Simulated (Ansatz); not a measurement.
# SnO2 (Cassiterite) (P4_2/mnm) in Ansatz: convergence with ecutrho ratio

Aim: find how far ecutrho ratio must go before the results for SnO2 (Cassiterite) settle, at r2SCAN. This setting moves, with any that are tied to it; all else stays.

Program: Ansatz 0.2.0. These are calculated values, not measurements. Logs are shortened: lines on timing, memory, paths and dates and some standing lists are left out, and cuts for length are marked.

## (1) The crystal as given

The structure is tetragonal, space group P4_2/mnm (No. 136). The conventional cell has a = 4.738 Å, b = 4.738 Å, c = 3.187 Å, α = 90.00°, β = 90.00°, γ = 90.00°. Around Sn (site symmetry mmm) lie 6 O at 2.05 to 2.06 Å. O (site symmetry m2m) is surrounded by 3 Sn at 2.05 to 2.06 Å.

## (2) With ecutrho ratio 4

The input, input.yaml:

```yaml
crystal:
  lattice:
    - [4.738, 0.0, 0.0]
    - [0.0, 4.738, 0.0]
    - [0.0, 0.0, 3.1865]
  atoms:
    - { symbol: Sn, position: [0.5, 0.5, 0.5] }
    - { symbol: Sn, position: [0.0, 0.0, 0.0] }
    - { symbol: O, position: [0.8071, 0.1929, 0.5] }
    - { symbol: O, position: [0.6929, 0.6929, 0.0] }
    - { symbol: O, position: [0.1929, 0.8071, 0.5] }
    - { symbol: O, position: [0.3071, 0.3071, 0.0] }
hamiltonian:
  xc: r2scan
  pseudopotentials: { kind: paw }
kpoints:
  mp_grid: { grid: [5, 5, 7] }
scf:
  occupations: { method: methfessel_paxton, width: 0.05 }
output:
  forces: true
  stress: true
  eigenvalues: true
basis:
  ecutrho_ratio: 4
```

Potentials or basis: Ansatz PAW.

Run with:

```console
$ ansatz run input.yaml --threads 2 --pin off --max-ram 5632MiB --backend cpu --events-out ev --progress --plain --runs-dir out
```

Run time: 9.4 s. Hardware: 2 threads of Intel Xeon at 2.50GHz (Skylake/Cascade Lake), shared host; peak memory 0.52 GiB.

Results:

| Quantity | Value |
| --- | --- |
| Free energy | -14352.4139 eV |
| Pressure | 3.3 GPa |
| Largest force | 0.242 eV/Å |
| Band gap on the k mesh | 1.96 eV, direct |

## (3) With ecutrho ratio 5

Changes to input.yaml since step 2:

```diff
@@ -24,2 +24,2 @@
 basis:
-  ecutrho_ratio: 4
+  ecutrho_ratio: 5
```

Potentials or basis: Ansatz PAW.

Run with:

```console
$ ansatz run input.yaml --threads 2 --pin off --max-ram 5632MiB --backend cpu --events-out ev --progress --plain --runs-dir out
```

Run time: 9.7 s. Hardware: 2 threads of Intel Xeon at 2.50GHz (Skylake/Cascade Lake), shared host; peak memory 0.58 GiB.

Results:

```yaml
Free_energy: -14352.4140 eV
Pressure: 3.3 GPa
Largest_force: 0.242 eV/Å
Band_gap_on_the_k_mesh: 1.96 eV, direct
```

## (4) With ecutrho ratio 6

Changes to input.yaml since step 3:

```diff
@@ -24,2 +24,2 @@
 basis:
-  ecutrho_ratio: 5
+  ecutrho_ratio: 6
```

Run with:

```console
$ ansatz run input.yaml --threads 2 --pin off --max-ram 5632MiB --backend cpu --events-out ev --progress --plain --runs-dir out
```

It took 10 s on 2 threads of Intel Xeon at 2.50GHz (Skylake/Cascade Lake), shared host; peak memory 0.68 GiB.

Results:

```
Free energy            : -14352.4141 eV
Pressure               : 3.3 GPa
Largest force          : 0.242 eV/Å
Band gap on the k mesh : 1.96 eV, direct
```

## (5) With ecutrho ratio 8

Changes to input.yaml since step 4:

```diff
@@ -24,2 +24,2 @@
 basis:
-  ecutrho_ratio: 6
+  ecutrho_ratio: 8
```

Run with:

```console
$ ansatz run input.yaml --threads 2 --pin off --max-ram 5632MiB --backend cpu --events-out ev --progress --plain --runs-dir out
```

Run time: 12 s. Hardware: 2 threads of Intel Xeon at 2.50GHz (Skylake/Cascade Lake), shared host; peak memory 0.83 GiB.

The run converged. Its results:

```yaml
Free_energy: -14352.4141 eV
Pressure: 3.3 GPa
Largest_force: 0.242 eV/Å
Band_gap_on_the_k_mesh: 1.96 eV, direct
```

## (6) With ecutrho ratio 10

Changes to input.yaml since step 5:

```diff
@@ -24,2 +24,2 @@
 basis:
-  ecutrho_ratio: 8
+  ecutrho_ratio: 10
```

Potentials or basis: Ansatz PAW.

Run with:

```console
$ ansatz run input.yaml --threads 2 --pin off --max-ram 5632MiB --backend cpu --events-out ev --progress --plain --runs-dir out
```

Run time: 16 s. Hardware: 2 threads of Intel Xeon at 2.50GHz (Skylake/Cascade Lake), shared host; peak memory 1.1 GiB.

The run converged. Its results:

```
Free energy            : -14352.4142 eV
Pressure               : 3.3 GPa
Largest force          : 0.242 eV/Å
Band gap on the k mesh : 1.96 eV, direct
```

## (7) With ecutrho ratio 12

Changes to input.yaml since step 6:

```diff
@@ -24,2 +24,2 @@
 basis:
-  ecutrho_ratio: 10
+  ecutrho_ratio: 12
```

Potentials or basis: Ansatz PAW.

Run with:

```console
$ ansatz run input.yaml --threads 2 --pin off --max-ram 5632MiB --backend cpu --events-out ev --progress --plain --runs-dir out
```

Standard output:

```text
Warning: RAYON_NUM_THREADS=2 ignored (pool sized by the plan → 2); use --threads N
Engine: ansatz 0.2.0, x86_64-unknown-linux-gnu
Pseudopotentials: kind: paw
Pseudopotential: Sn, paw, valence charge 14, recommended cutoff 500 eV (meta_gga), Sn.paw.azcp
Pseudopotential: O, paw, valence charge 6, recommended cutoff 500 eV (meta_gga), O.paw.azcp
Functional definition: r2SCAN
  parameter k0 = 0.174
  parameter k1 = 0.065
  parameter a1 = 4.9479
  exchange = r2scan_x(k0 = k0, k1 = k1, a1 = a1)
  correlation = r2scan_c
Crystal: 6 atoms, lattice volume = 71.533 Å³
Basis set: ecut = 500 eV, 1835 PW (Γ), exchange–correlation on 240×240×180 points (64 copies of the dense FFT grid, shifted against one another)
Bands: 32, of which v1, the nominal top of the filled ones, is band 26 counted from 1 (25 counted from 0)
Symmetry: 16 space group operations
Space group: P42/mnm (ITA 136), of the structure as read, at distance tolerance 4.2e-5 Å
k-points: 24 of 175
Non-local potential: Sn, projectors of the file, l = 0: 2, l = 1: 2, l = 2: 2, l = 3: 2
Non-local potential: O, projectors of the file, l = 0: 2, l = 1: 2, l = 2: 1
PAW form: soft (Blöchl's): semilocal exchange-correlation on the pseudo side does not see the compensation charge
PAW frozen core: Sn, regenerated for the run's functional (the file was generated under x = pbe(κ = 0.804, μ = 0.2195149727645171), c = pbe(β = 0.06672455060314922))
PAW frozen core: O, regenerated for the run's functional (the file was generated under x = pbe(κ = 0.804, μ = 0.2195149727645171), c = pbe(β = 0.06672455060314922))
PAW one-centre angular grid: Sn, 590 points (default); XC on 249 of its mesh's 2787 points in the sphere
PAW one-centre angular grid: O, 302 points (default); XC on 160 Gauss nodes
Initial density: superposition of atomic densities (neutral atoms: chi_scale 0, normalization atom), corrected by the library's trained network
Initial wavefunctions: pseudopotential atomic-orbital guess
Functional: x = r2scan, c = r2scan; τ floored in thin density (d = 2e-4 eV/Å³)
SCF iter   1: F=—  HF=-14352.306763 eV  |F-HF|=—  |Δ(HF+E_count)|=         —  Δρ=1.03e-2  dr2=5.50e-2  dr2_τ=2.81e-1  ethr=1.77e-3  ⟨swp⟩=5.9  Hψ=3353  notcnv=0  defer=3
preconditioner: auto → Resta (q_TF=auto, 2.587 Å⁻¹)  ε∞=3.3  [insulator: Δε(μ)=2.004 eV  Ē_g=20.954 eV  σ=0.050 eV  W_gap=1.00  n_scr=18 (ndim 8)  ℏωp=31.7 eV  f_vac=0.027  D(μ)=-0.00/eV (n_scr^D=0)  ε∞_Penn≈3.3]
SCF iter   2: F=—  HF=-14352.415089 eV  |F-HF|=—  |Δ(HF+E_count)|=   1.08e-1  S|Δr|=    0.00e0  Δρ=6.16e-3  dr2=1.49e-2  dr2_τ=9.62e-4  ethr=1.06e-4  ⟨swp⟩=2.0  Hψ=1446  notcnv=0  defer=41
SCF iter   3: F=—  HF=-14352.414089 eV  |F-HF|=—  |Δ(HF+E_count)|=   1.00e-3  S|Δr|=    0.00e0  Δρ=7.45e-4  dr2=3.55e-4  dr2_τ=8.66e-5  ethr=2.87e-5  ⟨swp⟩=1.0  Hψ=727  notcnv=0  defer=17
automatic band count: iteration 3 solves 31 bands in place of 32: the levels show a gap, and the empty bands left out lie too high to hold charge; the band table lists the bands solved (type scf.n_extra_bands for more)
SCF iter   4: F=—  HF=-14352.414193 eV  |F-HF|=—  |Δ(HF+E_count)|=   1.04e-4  S|Δr|=    0.00e0  Δρ=2.54e-4  dr2=3.19e-5  dr2_τ=3.52e-6  ethr=6.82e-7  ⟨swp⟩=2.1  Hψ=1097  notcnv=0  defer=17
SCF iter   5: F=—  HF=-14352.414200 eV  |F-HF|=—  |Δ(HF+E_count)|=   7.10e-6  S|Δr|=    0.00e0  Δρ=1.23e-4  dr2=1.16e-5  dr2_τ=7.22e-7  ethr=6.14e-8  ⟨swp⟩=2.0  Hψ=1093  notcnv=0  defer=17
SCF iter   6: F=—  HF=-14352.414197 eV  |F-HF|=—  |Δ(HF+E_count)|=   2.73e-6  S|Δr|=    0.00e0  Δρ=5.20e-5  dr2=1.95e-6  dr2_τ=6.30e-8  ethr=2.23e-8  ⟨swp⟩=2.5  Hψ=1289  notcnv=0  defer=17
SCF iter   7: F=-14352.414196 eV  HF=-14352.414196 eV  |F-HF|=6.52e-9  |Δ(HF+E_count)|=   4.93e-7  S|Δr|=    0.00e0  Δρ=6.21e-6  dr2=2.33e-8  dr2_τ=1.61e-9  ethr=1.92e-10  ⟨swp⟩=7.5  Hψ=3629  notcnv=0
SCF 1 converged in 7 iterations: F = -14352.414196 eV  dr2 = 2.33e-8
SCF converged after 7 iterations
Stability not checked: this state was not tested for a lower state beside it, because cold or Methfessel-Paxton smearing, or corrected tetrahedra, fill the levels in a way that the test cannot read (fill_not_monotonic; see scf.lower_state_search)
Free energy (F): -14352.414196 eV
Harris-Foulkes:  -14352.414196 eV  (|F-HF|=6.52e-9)
Internal energy: -14352.414196 eV  (E = F + TS)
E sigma→0 (E₀):  -14352.414196 eV
Fermi energy:    10.059099 eV
Step filling:    the computed levels leave a gap of 1.9584 eV = 39.2 smearing widths at the electron count; against every level under it full and every level over it empty, smearing changes F+E_penalty+E_count by +4.35e-168 meV and its σ→0 estimate by -8.31e-166 meV
--- Per-component energies (eV) ---
  E_band       = -154.362437
  E_kinetic    = 1087.900463
  E_local      = -2863.090611  (includes V_loc(G=0)·N_el)
  E_nonlocal   = 131.841565
  E_hartree    = 1495.661493
  E_xc         = -1036.371453
  E_vxc        = -623.416961  (∫ρ·V_xc dr)
  E_paw        = -8986.846724  (= ΣΔE_a)
  E_vpaw       = -918.209285  (= ΣTr[D̂ρ^β])
  E_aug_tail   = -0.000025  (compensation charges beyond the density's cutoff)
  E_vtau       = 39.286121  (kinetic-family band-sum trace: ∫τ·v_τ [+ j·A + Jᵃ·Aᵃ] dr)
  E_ewald      = -4182.851779
  E_core_change = 1.342876  (= ΣΔE_core)
  E_smearing   = 0.000000  (= −TS)
  E_closure    = 0.000000  (closes the sum)
  Σ components = -14352.414196   (vs F -14352.414196, Δ=0.00e0)
--- Forces (eV/Å), atoms counted from 1 ---
  atom   1  Sn    -0.00000000     0.00000000    -0.00000000
  atom   2  Sn     0.00000000     0.00000000     0.00000000
  atom   3  O     -0.17129164     0.17129164     0.00000000
  atom   4  O      0.17129164     0.17129164    -0.00000000
  atom   5  O      0.17129164    -0.17129164    -0.00000000
  atom   6  O     -0.17129164    -0.17129164     0.00000000
  max |Σ_I F_I| component: 8.33e-17 eV/Å
--- Stress (GPa, compression-positive) ---
        2.929875       0.000000       0.000000
        0.000000       2.929875       0.000000
        0.000000       0.000000       4.143249
  P = ⅓ Tr σ = 3.3343 GPa (33.343 kbar)
--- Band table (eV; the first three rows and the last of 24) ---
  k-point 0: bands = ["-12.6973", "-11.8103", "-11.4533", "-11.4422", "-11.4422", "-11.3739", "-11.3082", "-11.2191", "-11.1821", "-11.1821", "-10.6485", "-8.9786", "-8.9786", "-6.9639", "1.0432", "5.0419", "5.0419", "5.1225", "5.9174", "7.0689", "7.1882", "7.8932", "7.8932", "8.3066", "8.3066", "9.0799", "11.0383", "15.9922", "16.2281", "16.2281", "20.3321"]
  k-point 1: bands = ["-12.5921", "-11.6917", "-11.6917", "-11.6596", "-11.4168", "-11.4031", "-11.2999", "-11.2197", "-11.2086", "-11.2086", "-10.5679", "-8.6028", "-8.6028", "-7.1352", "1.0346", "4.9727", "5.2338", "5.2338", "5.8891", "6.0530", "7.0410", "7.1695", "7.1695", "8.3413", "8.3413", "8.9056", "12.1924", "16.4204", "17.0765", "17.0765", "19.3358"]
  k-point 2: bands = ["-12.3222", "-12.1161", "-12.1161", "-11.5253", "-11.3399", "-11.3240", "-11.2787", "-11.2540", "-11.2540", "-11.2234", "-10.2229", "-7.8887", "-7.8887", "-7.6624", "1.1062", "4.0727", "4.8409", "5.5800", "5.5800", "6.0950", "6.0950", "6.4448", "6.4448", "8.1801", "8.1801", "8.4234", "14.0862", "16.9190", "18.7542", "18.8358", "18.8358"]
  k-point 23: bands = ["-12.4879", "-12.3967", "-11.8871", "-11.7320", "-11.2942", "-11.2923", "-11.2386", "-11.2361", "-11.2075", "-11.2049", "-9.0338", "-8.8204", "-7.4378", "-7.2986", "1.3212", "1.4592", "4.2275", "4.2313", "5.3673", "6.4989", "6.6182", "7.6319", "8.0193", "8.0521", "8.1720", "8.2091", "14.9981", "15.1066", "18.6372", "19.0150", "20.7138"]
```

Run time: 16 s. Hardware: 2 threads of Intel Xeon at 2.50GHz (Skylake/Cascade Lake), shared host; peak memory 1.1 GiB.

What came out:

* Free energy: -14352.4142 eV
* Pressure: 3.3 GPa
* Largest force: 0.242 eV/Å
* Band gap on the k mesh: 1.96 eV, direct

## (8) The series at a glance

```tsv
ecutrho ratio	energy less the tightest run, at zero smearing (meV/atom)	SCF cycles	CPU time (s)	peak memory (GiB)
4	0.04	7	15	0.52
5	0.03	7	16	0.58
6	0.02	7	17	0.68
8	0.01	7	20	0.83
10	0.00	7	24	1.1
12	0.00	7	26	1.1
```

Against the tightest run, the energy stays within 1 meV/atom from 4 on. The tightest run that finished is the yardstick and may itself not be fully converged.

Caveats: odd divisions of the mesh miss points on the zone boundary, where band edges often lie, so the gap on the mesh can be too wide; spin-orbit coupling is left out, which moves the levels of the heavy elements; the PAW data sets come from PBE, with cores solved anew for the run's functional, which leaves a small shift of forces and pressure.
